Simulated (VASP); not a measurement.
**GaAs in VASP: how settings move the PBE single point**

Aim: see what changed inputs do to the PBE single point of GaAs (zincblende), under +4.0 % biaxial strain in x and y, free along z.

Code: VASP 6.6.1. PAW datasets, plane waves. (Simulation; spin polarisation is off.)

## 1. The structure to begin with

The cell comes from an earlier relaxation with r2SCAN in another program, then strained, with the atoms relaxed again.

Space group I-4m2 (No. 119), tetragonal; a = 4.167 Å, c = 5.468 Å in the conventional setting, 23.73 Å³ an atom. Around Ga lie 4 As at 2.49 Å; around As lie 4 Ga at 2.49 Å.

The structure in full:

```xyz
2
Lattice="0.0000 2.9464 2.7338 2.9464 0.0000 2.7338 2.9464 2.9464 0.0000" Properties=species:S:1:pos:R:3 pbc="T T T"
Ga    0.0000    0.0000    0.0000
As    1.4732    1.4732    1.3669
```

## 2. Baseline

Contents of INCAR:

```
ENCUT = 520.000000
SIGMA = 0.020000
EDIFF = 1.00e-07
GGA = PE
PREC = Accurate
IBRION = -1
ISIF = 2
ISMEAR = -1
NBANDS = 16
NELM = 120
NSW = 0
LASPH = .TRUE.
LCHARG = .TRUE.
LELF = .TRUE.
LWAVE = .FALSE.
LREAL = .FALSE.
```

Contents of KPOINTS:

```
KPOINTS created by Atomic Simulation Environment
0
Gamma
8 8 8
0 0 0
```

Contents of POSCAR:

```
Ga As
 1.0000000000000000
     0.0000000000000000    2.9464084992999999    2.7338352897000000
     2.9464084992999999    0.0000000000000000    2.7338352897000000
     2.9464084992999999    2.9464084992999999    0.0000000000000000
 Ga  As
   1   1
Cartesian
  0.0000000000000000  0.0000000000000000  0.0000000000000000
  1.4732042496500000  1.4732042496500000  1.3669176448499998
```

A file KPOINTS_OPT adds named points for the levels; it doesn't enter the self-consistent loop.

Potentials: the recommended PBE PAW datasets, 18 valence electrons.

Run with:

```sh
$ mpirun -np 1 vasp_std
```

## 3. Variant 1

INCAR, as its differences from that of step 2:

```diff
@@ -12,5 +12,5 @@
 LASPH = .TRUE.
-LCHARG = .TRUE.
-LELF = .TRUE.
+LCHARG = .FALSE.
 LWAVE = .FALSE.
 LREAL = .FALSE.
+AMIX = 0.1
```

KPOINTS is that of step 2.

POSCAR is that of step 2.

## 4. Variant 2

Contents of INCAR:

```
ENCUT = 520.000000
SIGMA = 0.020000
EDIFF = 1.00e-07
GGA = PE
PREC = Accurate
IBRION = -1
ISIF = 2
ISMEAR = -1
NBANDS = 16
NSW = 0
LASPH = .TRUE.
LCHARG = .FALSE.
LWAVE = .FALSE.
IVDW = 10
LREAL = Auto
NELM = 94
```

KPOINTS is that of step 2.

POSCAR is that of step 2.

## 5. Variant 3

Contents of INCAR:

```
ENCUT = 520.000000
SIGMA = 0.020000
PREC = Accurate
IBRION = -1
ISIF = 2
ISMEAR = -1
NBANDS = 16
NELM = 120
NSW = 0
LASPH = .TRUE.
LCHARG = .FALSE.
LWAVE = .FALSE.
LREAL = .FALSE.
EDIFF = 0.0001
METAGGA = RTPSS
```

KPOINTS is that of step 2.

POSCAR is that of step 2.

Before running it: what results should come out? Wanted: for each run, changed; ending; energy change; pressure; electronic steps; usable.

The runs gave:

| run | changed | ending | energy change (meV/atom) | pressure (GPa) | gap on the mesh (eV; negative: overlap) | electronic steps | time | usable |
| --- | --- | --- | --- | --- | --- | --- | --- | --- |
| ref. | – | converged | 0 | 0.1 | 0.12 | 14 | 40 s | yes |
| 1 | AMIX = 0.1 | converged | 0.0 | 0.1 | 0.12 | 17 | 45 s | yes |
| 2 | IVDW = 10, LREAL = Auto, NELM = 94 | converged | – | -3.6 | 0.12 | 14 | 58 s | yes |
| 3 | EDIFF = 0.0001, METAGGA = RTPSS | converged | – | -1.7 | 0.06 | 11 | 1.8 min | no |

**Reading.** Of 3 altered inputs, 1 ended normally on a faulty or unsound input, 2 gave usable results.
